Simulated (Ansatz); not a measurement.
# Sr: the crystal squeezed far

Aim: compress Sr (bcc type) step by step, far beyond the usual range, and follow pressure and electronic structure. Methods of the runs shown: LAPW, crystal datasets and norm-conserving. Companion runs by PAW are cited. Its runs: the reference run (LAPW); volume scaled by 1 (crystal datasets and norm-conserving); volume scaled by 0.88 (LAPW and norm-conserving); volume scaled by 0.78 (LAPW and crystal datasets); volume scaled by 0.68 (LAPW and crystal datasets); volume scaled by 0.58 (LAPW); volume scaled by 0.5 (LAPW); volume scaled by 0.43 (LAPW, crystal datasets and norm-conserving).

This is Sr in the bcc structure; at room conditions it is fcc.

Method: DFT PBE, with the methods named in each step, in Ansatz 0.2.0.

### 1 Starting point

The structure is cubic, space group Im-3m (No. 229). The conventional cell has a = 4.763 Å, b = 4.763 Å, c = 4.763 Å, α = 90.00°, β = 90.00°, γ = 90.00°. Sr (site symmetry m-3m) has 8 Sr at 4.13 Å as nearest neighbours.

As a file:

```cif
data_structure
_symmetry_space_group_name_H-M 'Im-3m'
_symmetry_Int_Tables_number 229
_cell_length_a 4.7633
_cell_length_b 4.7633
_cell_length_c 4.7633
_cell_angle_alpha 90.000
_cell_angle_beta 90.000
_cell_angle_gamma 90.000
_cell_volume 108.08
loop_
_atom_site_label
_atom_site_type_symbol
_atom_site_symmetry_multiplicity
_atom_site_Wyckoff_symbol
_atom_site_fract_x
_atom_site_fract_y
_atom_site_fract_z
_atom_site_occupancy
Sr1 Sr 2 a 0.00000 0.00000 0.00000 1
```

The file gives the conventional cell by its symmetry; the runs use the cell typed in the input.

Whether this phase is the stable one at these pressures isn't tested.

### 2 The reference volume, LAPW

input.yaml reads:

```yaml
crystal:
  lattice:
    - [-2.3816564995, 2.3816564995, 2.3816564995]
    - [2.3816564995, -2.3816564995, 2.3816564995]
    - [2.3816564995, 2.3816564995, -2.3816564995]
  atoms:
    - { symbol: Sr, position: [0.0, 0.0, 0.0] }
kpoints:
  mp_grid: { grid: [11, 11, 11] }
  band_path:
    path:
      - [0.0, 0.0, 0.0]
      - [0.5, -0.5, 0.5]
      - [0.0, 0.0, 0.5]
      - [0.0, 0.0, 0.0]
      - [0.25, 0.25, 0.25]
      - [0.5, -0.5, 0.5]
      - [0.25, 0.25, 0.25]
      - [0.0, 0.0, 0.5]
    npoints: 14
scf:
  occupations: { method: fermi_dirac, width: 0.05 }
hamiltonian:
  xc: pbe
  pseudopotentials: { kind: all_electron, lapw: { basis_error: 0.001 } }
output:
  forces: true
  stress: true
  eigenvalues: true
  populations: true
  dos: { projected: true, de: 0.2, e_range: [-14, 8] }
```

Run with:

```
> ansatz run input.yaml --threads 1 --pin off --max-ram 2048MiB --backend cpu --events-out ev --progress --plain --runs-dir out
```

### 3 Volume scaled by 1, crystal datasets

input.yaml reads:

```yaml
crystal:
  lattice:
    - [-2.3816564995, 2.3816564995, 2.3816564995]
    - [2.3816564995, -2.3816564995, 2.3816564995]
    - [2.3816564995, 2.3816564995, -2.3816564995]
  atoms:
    - { symbol: Sr, position: [0.0, 0.0, 0.0] }
kpoints:
  mp_grid: { grid: [11, 11, 11] }
scf:
  occupations: { method: fermi_dirac, width: 0.05 }
hamiltonian:
  xc: pbe
  pseudopotentials: { kind: all_electron, datasets: crystal }
output:
  forces: true
  stress: true
  eigenvalues: true
```

### 4 Volume scaled by 1, norm-conserving

input.yaml, as its differences from that of step 3:

```diff
@@ -13,3 +13,3 @@
   xc: pbe
-  pseudopotentials: { kind: all_electron, datasets: crystal }
+  pseudopotentials: { kind: nc }
 output:
```

### 5 Volume scaled by 0.88, LAPW

input.yaml reads:

```yaml
crystal:
  lattice:
    - [-2.2823032488, 2.2823032488, 2.2823032488]
    - [2.2823032488, -2.2823032488, 2.2823032488]
    - [2.2823032488, 2.2823032488, -2.2823032488]
  atoms:
    - { symbol: Sr, position: [0.0, 0.0, 0.0] }
kpoints:
  mp_grid: { grid: [11, 11, 11] }
scf:
  occupations: { method: fermi_dirac, width: 0.05 }
hamiltonian:
  xc: pbe
  pseudopotentials: { kind: all_electron, lapw: { basis_error: 0.001 } }
output:
  forces: true
  stress: true
  eigenvalues: true
  populations: true
```

### 6 Volume scaled by 0.88, norm-conserving

input.yaml, as its differences from that of step 5:

```diff
@@ -13,3 +13,3 @@
   xc: pbe
-  pseudopotentials: { kind: all_electron, lapw: { basis_error: 0.001 } }
+  pseudopotentials: { kind: nc }
 output:
@@ -18,2 +18 @@
   eigenvalues: true
-  populations: true
```

### 7 Volume scaled by 0.78, LAPW

input.yaml reads:

```yaml
crystal:
  lattice:
    - [-2.1923538866, 2.1923538866, 2.1923538866]
    - [2.1923538866, -2.1923538866, 2.1923538866]
    - [2.1923538866, 2.1923538866, -2.1923538866]
  atoms:
    - { symbol: Sr, position: [0.0, 0.0, 0.0] }
kpoints:
  mp_grid: { grid: [11, 11, 11] }
scf:
  occupations: { method: fermi_dirac, width: 0.05 }
hamiltonian:
  xc: pbe
  pseudopotentials: { kind: all_electron, lapw: { basis_error: 0.001 } }
output:
  forces: true
  stress: true
  eigenvalues: true
  populations: true
```

### 8 Volume scaled by 0.78, crystal datasets

input.yaml, as its differences from that of step 7:

```diff
@@ -13,3 +13,3 @@
   xc: pbe
-  pseudopotentials: { kind: all_electron, lapw: { basis_error: 0.001 } }
+  pseudopotentials: { kind: all_electron, datasets: crystal }
 output:
@@ -18,2 +18 @@
   eigenvalues: true
-  populations: true
```

### 9 Volume scaled by 0.68, LAPW

input.yaml reads:

```yaml
crystal:
  lattice:
    - [-2.0943475932, 2.0943475932, 2.0943475932]
    - [2.0943475932, -2.0943475932, 2.0943475932]
    - [2.0943475932, 2.0943475932, -2.0943475932]
  atoms:
    - { symbol: Sr, position: [0.0, 0.0, 0.0] }
kpoints:
  mp_grid: { grid: [11, 11, 11] }
scf:
  occupations: { method: fermi_dirac, width: 0.05 }
hamiltonian:
  xc: pbe
  pseudopotentials: { kind: all_electron, lapw: { basis_error: 0.001 } }
output:
  forces: true
  stress: true
  eigenvalues: true
  populations: true
```

### 10 Volume scaled by 0.68, crystal datasets

input.yaml, as its differences from that of step 9:

```diff
@@ -13,3 +13,3 @@
   xc: pbe
-  pseudopotentials: { kind: all_electron, lapw: { basis_error: 0.001 } }
+  pseudopotentials: { kind: all_electron, datasets: crystal }
 output:
@@ -18,2 +18 @@
   eigenvalues: true
-  populations: true
```

### 11 Volume scaled by 0.58, LAPW

input.yaml reads:

```yaml
crystal:
  lattice:
    - [-1.986194564, 1.986194564, 1.986194564]
    - [1.986194564, -1.986194564, 1.986194564]
    - [1.986194564, 1.986194564, -1.986194564]
  atoms:
    - { symbol: Sr, position: [0.0, 0.0, 0.0] }
kpoints:
  mp_grid: { grid: [11, 11, 11] }
scf:
  occupations: { method: fermi_dirac, width: 0.05 }
hamiltonian:
  xc: pbe
  pseudopotentials: { kind: all_electron, lapw: { basis_error: 0.001 } }
output:
  forces: true
  stress: true
  eigenvalues: true
  populations: true
```

### 12 Volume scaled by 0.5, LAPW

input.yaml, as its differences from that of step 11:

```diff
@@ -2,5 +2,5 @@
   lattice:
-    - [-1.986194564, 1.986194564, 1.986194564]
-    - [1.986194564, -1.986194564, 1.986194564]
-    - [1.986194564, 1.986194564, -1.986194564]
+    - [-1.8903220163, 1.8903220163, 1.8903220163]
+    - [1.8903220163, -1.8903220163, 1.8903220163]
+    - [1.8903220163, 1.8903220163, -1.8903220163]
   atoms:
```

### 13 Volume scaled by 0.43, LAPW

input.yaml reads:

```yaml
crystal:
  lattice:
    - [-1.7976367705, 1.7976367705, 1.7976367705]
    - [1.7976367705, -1.7976367705, 1.7976367705]
    - [1.7976367705, 1.7976367705, -1.7976367705]
  atoms:
    - { symbol: Sr, position: [0.0, 0.0, 0.0] }
kpoints:
  mp_grid: { grid: [11, 11, 11] }
  band_path:
    path:
      - [0.0, 0.0, 0.0]
      - [0.5, -0.5, 0.5]
      - [0.0, 0.0, 0.5]
      - [0.0, 0.0, 0.0]
      - [0.25, 0.25, 0.25]
      - [0.5, -0.5, 0.5]
      - [0.25, 0.25, 0.25]
      - [0.0, 0.0, 0.5]
    npoints: 8
scf:
  occupations: { method: fermi_dirac, width: 0.05 }
hamiltonian:
  xc: pbe
  pseudopotentials: { kind: all_electron, lapw: { basis_error: 0.001 } }
output:
  forces: true
  stress: true
  eigenvalues: true
  populations: true
  dos: { projected: true, de: 0.2, e_range: [-14, 8] }
```

### 14 Volume scaled by 0.43, crystal datasets

input.yaml reads:

```yaml
crystal:
  lattice:
    - [-1.7976367705, 1.7976367705, 1.7976367705]
    - [1.7976367705, -1.7976367705, 1.7976367705]
    - [1.7976367705, 1.7976367705, -1.7976367705]
  atoms:
    - { symbol: Sr, position: [0.0, 0.0, 0.0] }
kpoints:
  mp_grid: { grid: [11, 11, 11] }
scf:
  occupations: { method: fermi_dirac, width: 0.05 }
hamiltonian:
  xc: pbe
  pseudopotentials: { kind: all_electron, datasets: crystal }
output:
  forces: true
  stress: true
  eigenvalues: true
```

### 15 Volume scaled by 0.43, norm-conserving

input.yaml, as its differences from that of step 14:

```diff
@@ -13,3 +13,3 @@
   xc: pbe
-  pseudopotentials: { kind: all_electron, datasets: crystal }
+  pseudopotentials: { kind: nc }
 output:
```

(Steps that only read results are left out.)

What does the calculation give? Wanted: LAPW pressure at 0.43 of the volume; PAW pressure at 0.43 of the volume; crystal datasets pressure at 0.43 of the volume; norm-conserving pressure at 0.43 of the volume; fitted bulk modulus at zero pressure.

**Answer**, as computed:

```
                                           quantity     value
                LAPW pressure at 0.43 of the volume  35.5 GPa
                 PAW pressure at 0.43 of the volume  35.5 GPa
PAW (cutoff 1000 eV) pressure at 0.43 of the volume  35.5 GPa
    crystal datasets pressure at 0.43 of the volume  35.5 GPa
     norm-conserving pressure at 0.43 of the volume  35.5 GPa
        fitted bulk modulus at zero pressure (LAPW)  11.4 GPa
                            its pressure derivative      3.42
```

What this shows: By LAPW the pressure climbs to 35 GPa at 0.43 of the first volume. One third-order Birch-Murnaghan curve follows these points (B₀ = 11.4 GPa, B′ = 3.42, misfit at most 0.03 GPa). A fit over so wide a range leans to the high pressures, so B₀ can be off by several per cent. Where LAPW's pressure is over 3 GPa, PAW's departs from it by at most 0.1 %, at 0.78 of the volume. The ions are at rest, and the electrons smeared by 0.05 eV.
